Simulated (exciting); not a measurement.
Here is an exciting (release sodium) calculation.

File input.xml:

```xml
<input>
  <title>Ta</title>
  <structure speciespath="./" tshift="false">
    <crystal scale="1">
      <basevect>-3.062743380869 3.126831552660 3.078817391285</basevect>
      <basevect>3.208378904116 -3.073015932083 3.170637293955</basevect>
      <basevect>3.065959694733 3.076232245947 -3.025001770708</basevect>
    </crystal>
    <species speciesfile="Ta.xml" rmt="2.3">
      <atom coord="0.001911000000 -0.023575000000 -0.004103000000"/>
    </species>
  </structure>
  <groundstate do="fromscratch" ngridk="11 11 11" rgkmax="9" gmaxvr="14" lmaxapw="10" lmaxmat="10" lmaxvr="8" xctype="GGA_PBE_SOL" stype="Fermi Dirac" swidth="0.00183747" nempty="12" ValenceRelativity="iora*" epsengy="1e-05" epspot="1e-05" maxscl="60" tforce="true" outputlevel="normal"/>
</input>
```

Potentials or basis: all-electron LAPW+lo, shipped species files, valence relativity iora*.

The run is started by

```bash
$ OMP_NUM_THREADS=1 exciting_smp
```

**Question.** Predict the band gap on the k mesh.

**Answer.** None (metal or under the smearing width).

 Spin-orbit coupling is left out, which matters for the levels of Ta.
